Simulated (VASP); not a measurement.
Write the native input for VASP 6.6.1 that does the following.

```
Task                   : band structure
Functional             : BLYP
Potentials or basis    : VASP PAW PBE potentials, release 64 (Zr_sv)
Cutoff                 : 520 eV
k mesh                 : 9 × 9 × 5
Occupations            : fermi-dirac, width 0.05 eV
Spin                   : no spin polarisation
Further INCAR settings : ALGO = Fast; EDIFF = 1e-07; NBANDS = 19
```

The structure of Zr lies in POSCAR:

```
Zr
1.0
    3.2319982200      0.0000000000      0.0000000000
   -1.6159991100      2.7989925700      0.0000000000
    0.0000000000      0.0000000000      5.1470000000
Zr
2
Direct
    0.3346542400      0.6741300100      0.2538998500
    0.6653457600      0.3258699900      0.7461001500
```

The cell isn't the ideal one: atom 2 moved 0.06 Å.

One way to write it, as run:

INCAR

```
SYSTEM = Zr
PREC = Accurate
ENCUT = 520
EDIFF = 1E-7
ISMEAR = -1
SIGMA = 0.05
LREAL = .False.
LASPH = .True.
NELM = 100
ALGO = Fast
ISIF = 2
LWAVE = .False.
LCHARG = .False.
LMAXMIX = 4
GGA = B5
ALDAX = 1.0
AGGAX = 1.0
AGGAC = 1.0
ALDAC = 0.0
NBANDS = 19
```

KPOINTS

```
Automatic mesh
0
Gamma
  9 9 5
  0 0 0
```

KPOINTS_OPT

```
path GMKGALHA,LM,KH
10
line-mode
reciprocal
 0.0000000000  0.0000000000  0.0000000000  G
 0.5000000000  0.0000000000  0.0000000000  M

 0.5000000000  0.0000000000  0.0000000000  M
 0.3333333333  0.3333333333  0.0000000000  K

 0.3333333333  0.3333333333  0.0000000000  K
 0.0000000000  0.0000000000  0.0000000000  G

 0.0000000000  0.0000000000  0.0000000000  G
 0.0000000000  0.0000000000  0.5000000000  A

 0.0000000000  0.0000000000  0.5000000000  A
 0.5000000000  0.0000000000  0.5000000000  L

 0.5000000000  0.0000000000  0.5000000000  L
 0.3333333333  0.3333333333  0.5000000000  H

 0.3333333333  0.3333333333  0.5000000000  H
 0.0000000000  0.0000000000  0.5000000000  A

 0.5000000000  0.0000000000  0.5000000000  L
 0.5000000000  0.0000000000  0.0000000000  M

 0.3333333333  0.3333333333  0.0000000000  K
 0.3333333333  0.3333333333  0.5000000000  H
```

Potentials or basis: VASP PAW PBE potentials, release 64 (Zr_sv).

Run with:

```sh
$ cat potpaw_PBE.64/Zr_sv/POTCAR > POTCAR
$ mpirun -np 1 vasp_std > vasp.out
```

It gave:

- Pressure: 3.8 GPa
- Largest force: 0.185 eV/Å
- Band gap along the path: none (metal or under the smearing width)

Caveat: the PAW data sets were made with another functional, which shifts forces and pressure a little.

Wall time 5.3 min on 1 thread of AMD EPYC 7R13 Processor (Zen 3) (shared host), peak memory 0.32 GiB.
